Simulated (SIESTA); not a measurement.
Crystal: CuAu3.

```
CELL_PARAMETERS angstrom
3.98000 0.00000 0.00000
0.00000 3.98000 0.00000
0.00000 0.00000 3.98000
ATOMIC_POSITIONS crystal
Au 0.50000 0.50000 0.00000
Au 0.50000 0.00000 0.50000
Au 0.00000 0.50000 0.50000
Cu 0.00000 0.00000 0.00000
```

* Program: SIESTA 5.4.2
* Task: single point
* Functional: PBEsol
* Potentials or basis: PseudoDojo 0.4 standard (PBEsol files)
* Basis: DZP (energy shift 0.003 Ry; two zetas on semicore shells)
* Grid cutoff: 800 Ry
* Energy shift: 0.003 Ry
* k mesh: 7 × 7 × 7
* Occupations: fermi-dirac, width 0.05 eV
* Spin: no spin polarisation

On this cell: pressure 0.1 GPa; largest force zero by symmetry; band gap on the k mesh none (metal or under the smearing width).

The same run follows on a disturbed copy (atoms moved at random, drawn with an rms of 0.05 Å):

```
CELL_PARAMETERS angstrom
3.98000 0.00000 0.00000
0.00000 3.98000 0.00000
0.00000 0.00000 3.98000
ATOMIC_POSITIONS crystal
Au 0.52201 0.49983 0.99671
Au 0.49135 0.99340 0.49211
Au 0.00488 0.49655 0.48390
Cu 0.00104 0.00460 0.00834
```

Task: What does the disturbed cell give?

Result: The energy (extrapolated to zero smearing) moves by +14.2 meV/atom; pressure 0.7 GPa; largest force 0.766 eV/Å; band gap on the k mesh none (metal or under the smearing width).

Forces on the atoms (eV/Å):
```
Au  -0.516 -0.106 -0.556
Au   0.279  0.231  0.364
Au   0.136 -0.018  0.581
Cu   0.102 -0.110 -0.392
```

Stress tensor (GPa, compression positive):
```
 0.75 -0.12  0.48
-0.12  0.76  0.17
 0.48  0.17  0.70
```

Caveats: short orbitals over semicore shells can move pressures by several GPa; the basis of atomic orbitals isn't converged, which shifts pressures, moduli and gaps.
